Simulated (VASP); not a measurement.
**CaF2 in VASP 6.6.1, single-point calculation**

INCAR

```
PREC = Accurate
ENCUT = 520
SIGMA = 0.01
LWAVE = .FALSE.
ISMEAR = 0
ALGO = Normal
EDIFF = 1E-7
IBRION = -1
NSW = 0
MAXMIX = 40
LASPH = .TRUE.
METAGGA = R2SCAN
LREAL = .FALSE.
LCHARG = .FALSE.
NELM = 77
ISIF = 2
NBANDS = 19
```

KPOINTS

```
KPOINTS created by Atomic Simulation Environment
0
Gamma
8 8 8
0 0 0
```

POSCAR

```
Ca F
 1.0000000000000000
     0.0000000000000000    2.7467889036000002    2.7467889036000002
     2.7467889036000002    0.0000000000000000    2.7467889036000002
     2.7467889036000002    2.7467889036000002    0.0000000000000000
 Ca  F
   1   2
Cartesian
  0.0000000000000000  0.0000000000000000  0.0000000000000000
  1.3733944517999999  1.3733944517999999  1.3733944517999999
  4.1201833554000000  4.1201833554000000  4.1201833554000000
```

The recommended PBE PAW datasets give the neutral cell 24 valence electrons.

Command

```
mpirun -np 1 vasp_std
```

OSZICAR

```
N       E                     dE             d eps       ncg     rms          rms(c)
DAV:   1     0.203129897064E+03    0.20313E+03   -0.13835E+04  1102   0.131E+03
DAV:   2    -0.224433435845E+02   -0.22557E+03   -0.21956E+03  1331   0.353E+02
DAV:   3    -0.333848982672E+02   -0.10942E+02   -0.10882E+02  1285   0.824E+01
DAV:   4    -0.337534251112E+02   -0.36853E+00   -0.36737E+00  1736   0.122E+01
DAV:   5    -0.337559515087E+02   -0.25264E-02   -0.25263E-02  1250   0.109E+00    0.704E+00
DAV:   6    -0.259110141911E+02    0.78449E+01   -0.26786E+00  1311   0.148E+01    0.302E+00
DAV:   7    -0.259426040758E+02   -0.31590E-01   -0.98139E-01  1326   0.696E+00    0.204E+00
DAV:   8    -0.259900230090E+02   -0.47419E-01   -0.57142E-01  1156   0.605E+00    0.149E+00
DAV:   9    -0.259453810713E+02    0.44642E-01   -0.22442E-01  1201   0.352E+00    0.102E-01
DAV:  10    -0.259456114367E+02   -0.23037E-03   -0.58821E-03  1249   0.765E-01    0.135E-01
DAV:  11    -0.259455357331E+02    0.75704E-04   -0.23737E-03  1177   0.370E-01    0.436E-02
DAV:  12    -0.259455006230E+02    0.35110E-04   -0.19212E-04  1268   0.112E-01    0.880E-03
DAV:  13    -0.259454988266E+02    0.17964E-05   -0.57574E-06  1242   0.221E-02    0.494E-03
DAV:  14    -0.259454982802E+02    0.54643E-06   -0.93906E-07  1327   0.731E-03    0.138E-03
DAV:  15    -0.259454981614E+02    0.11872E-06   -0.44895E-07  1183   0.482E-03    0.849E-04
DAV:  16    -0.259454981429E+02    0.18491E-07   -0.73513E-09   638   0.748E-04
   1 F= -.25945498E+02 E0= -.25945498E+02  d E =-.653673E-51
```

From OUTCAR

```
k-points           NKPTS =     29   k-points in BZ     NKDIM =     29   number of bands    NBANDS=     19

   NELECT =      24.0000    total number of electrons

   dimension x,y,z NGX =    30 NGY =   30 NGZ =   30
   dimension x,y,z NGXF=    60 NGYF=   60 NGZF=   60

  energy-cutoff  :      520.00
  volume of cell :       41.45
      direct lattice vectors                 reciprocal lattice vectors
     0.000000000  2.746788904  2.746788904    -0.182030734  0.182030734  0.182030734
     2.746788904  0.000000000  2.746788904     0.182030734 -0.182030734  0.182030734
     2.746788904  2.746788904  0.000000000     0.182030734  0.182030734 -0.182030734

 k-points in reciprocal lattice and weights: KPOINTS created by Atomic Simulation Env
   0.00000000  0.00000000  0.00000000       0.002
   0.12500000  0.00000000  0.00000000       0.016
   0.25000000  0.00000000  0.00000000       0.016
   0.37500000  0.00000000  0.00000000       0.016
   0.50000000  0.00000000  0.00000000       0.008
   0.12500000  0.12500000  0.00000000       0.012
   0.25000000  0.12500000  0.00000000       0.047
   0.37500000  0.12500000  0.00000000       0.047
   ...

 E-fermi :  -1.5259

 k-point     1 :       0.0000    0.0000    0.0000
  band No.  band energies     occupation
      1     -38.9672      2.00000
      2     -22.6531      2.00000
      3     -21.9280      2.00000
      4     -19.0298      2.00000
      5     -19.0298      2.00000
      6     -19.0297      2.00000
      7      -3.6742      2.00000
      8      -3.6742      2.00000
      9      -3.6742      2.00000
     10      -1.8847      2.00000
     11      -1.8847      2.00000
     12      -1.8847      2.00000
     13       6.2138      0.00000
     14       8.3034      0.00000
     15       8.3034      0.00000
     16      10.3878      0.00000
     17      10.3878      0.00000
     18      10.3878      0.00000
     19      16.0463      0.00000

 k-point     2 :       0.1250    0.0000    0.0000
  band No.  band energies     occupation
      1     -38.9628      2.00000
      2     -22.6784      2.00000
      3     -21.9643      2.00000
      4     -19.0355      2.00000
      5     -19.0354      2.00000
      6     -18.9771      2.00000
      7      -3.6064      2.00000
      8      -3.6064      2.00000
      9      -3.5538      2.00000
     10      -2.0554      2.00000
     11      -1.9532      2.00000
     12      -1.9532      2.00000
     13       6.6057      0.00000
     14       8.3300      0.00000
     15       8.3300      0.00000
     16      10.2399      0.00000
     17      10.3489      0.00000
     18      10.3490      0.00000
     19      15.3086      0.00000

 k-point     3 :       0.2500    0.0000    0.0000
  band No.  band energies     occupation
      1     -38.9520      2.00000
      2     -22.7175      2.00000
      3     -22.0780      2.00000
      4     -19.0491      2.00000
      5     -19.0491      2.00000
      6     -18.8426      2.00000
      7      -3.4274      2.00000
      8      -3.4274      2.00000
      9      -3.2685      2.00000
     10      -2.4172      2.00000
     11      -2.1292      2.00000
     12      -2.1292      2.00000
     13       7.5031      0.00000
     14       8.3949      0.00000
     15       8.3949      0.00000
     16       9.9924      0.00000
     17      10.2556      0.00000
     18      10.2556      0.00000
     19      14.0336      0.00000

 ...

  Total       -0.5154479     -0.5154479     -0.5154479     -0.0000000      0.0000000      0.0000000
  in kB      -19.9245947    -19.9245947    -19.9245947     -0.0000000      0.0000000      0.0000000
  external PRESSURE =     -19.9245947 kB  Pullay stress =       0.0000000 kB

 POSITION                                       TOTAL-FORCE (eV/Angst)
 -----------------------------------------------------------------------------------
      0.00000      0.00000      0.00000         0.000000     -0.000000      0.000000
      1.37339      1.37339      1.37339         0.000000      0.000000      0.000000
      4.12018      4.12018      4.12018        -0.000000     -0.000000     -0.000000
 -----------------------------------------------------------------------------------
    total drift:                                0.000000     -0.000000      0.000000

  FREE ENERGIE OF THE ION-ELECTRON SYSTEM (eV)
  ---------------------------------------------------
  free  energy   TOTEN  =       -25.9454981429 eV

  energy  without entropy=      -25.9454981429  energy(sigma->0) =      -25.94549814
```

It converged. Results: gap between bands v and c on the k mesh 7.84 eV; least direct gap on the k mesh 8.10 eV; pressure -2.0 GPa. Band v is the last that the valence electrons fill when counted band by band, and c is the next.

For comparison, a separate r²SCAN run of the intended cell, on usual settings and not on those above, gives a gap of 7.84 eV on its mesh and a pressure of -2.0 GPa.

The run above took about 1.7 min on one core of a shared host (Intel Xeon Platinum 8488C) and held 0.17 GiB at most.
